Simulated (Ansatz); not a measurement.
**TiO$_{2}$: checking dH/dP = V**

Level of theory: DFT r2SCAN, scalar-relativistic, plane waves, PAW in Ansatz. Run with 500 eV cutoff, 6×6×10 k-mesh, Gaussian smearing of 0.02 eV, no spin polarisation.

Starting point, cell and atoms relaxed:

```
CELL_PARAMETERS angstrom
4.59645 0.00000 0.00000
0.00000 4.59645 0.00000
0.00000 0.00000 2.95405
ATOMIC_POSITIONS crystal
Ti 0.50000 0.50000 0.00000
Ti 0.00000 0.00000 0.50000
O 0.69536 0.69536 0.50000
O 0.80464 0.19536 0.00000
O 0.19536 0.80464 0.00000
O 0.30464 0.30464 0.50000
```

Cell and atoms were relaxed at each target pressure within the start's symmetry (P4_2/mnm), at zero temperature; other phases can be more stable under pressure. H = E + PV with P the target; E is the free energy at the smearing used, whose derivative the pressure is, per atom and counted from zero pressure.

| P (GPa) | V (Å³/atom) | E − E0 (meV) | H − H0 (meV) |
| --- | --- | --- | --- |
| 0 | 10.402 | 0.0 | 0.0 |
| 2 | 10.314 | 0.5 | 129.3 |
| 5 | 10.190 | 3.2 | 321.2 |
| 10 | 9.999 | 12.2 | 636.2 |
| 20 | 9.671 | 42.6 | 1249.9 |
| 40 | 9.151 | 138.7 | 2423.4 |

Task: Thermodynamics gives dH/dP = V along a relaxed path. Integrate V over P by the trapezoid rule and compare with the computed enthalpies.

Result: With 1 eV/Å³ = 160.22 GPa, each step adds the mean volume times ΔP / 160.22:
```csv
P (GPa),∫V dP (meV),H − H0 (meV),difference (meV)
2,129.3,129.3,0.0
5,321.3,321.2,0.0
10,636.3,636.2,0.0
20,1250.1,1249.9,0.2
40,2424.9,2423.4,1.6
```

V(P) curves upward, so the trapezoid rule runs high; integrating a smooth curve through the same points puts that excess at about 1.7 meV at 40 GPa, against the 1.6 meV found.

Task: At 40 GPa, how much of the enthalpy change is stored energy and how much is the PV term?

Result: E rises by 139 meV/atom and PV is 40 × 9.151 / 160.22 = 2285 meV/atom, so PV makes 94 % of ΔH. So between rival structures at high pressure a small difference in volume can outweigh the difference in energy: 1 % of this volume is worth 22.8 meV/atom at this pressure.

Task: What bulk modulus do the lowest pressures give, and how is the compression shared among the axes?

Result: From the pressures that the runs reached, -1.99 GPa (10.494 Å³) and 1.99 GPa (10.314 Å³), B = −ΔP/Δln V = 3.98 / 0.0173 = 230 GPa, a mean over that range. The linear compressibilities −Δln(length)/ΔP are 1.73 along a, 1.73 along b, 0.87 along c (in TPa⁻¹). With fixed angles they add up to 1/B: 4.34 against 4.34. Softest: a and b, at 40 % of the volume change per axis.

Task: The gap is 2.211 eV at -1.99 GPa and 2.228 eV at 1.99 GPa. What pressure coefficient and volume deformation potential follow?

Result: dE_g/dP = 4.1 meV/GPa, and a_V = dE_g/d ln V = −B dE_g/dP = -0.95 eV. A gap that closes or barely moves under pressure is usual where the conduction edge lies away from the zone centre, has d character, or where the bands broaden faster than they shift. If the edges move to other points of the zone within the range, this is a mean of two slopes. Gaps are generalised Kohn–Sham gaps over the whole zone.

Cost: 7 runs of about 8.6 core-minutes in all, on Arm Neoverse V1 (shared hosts).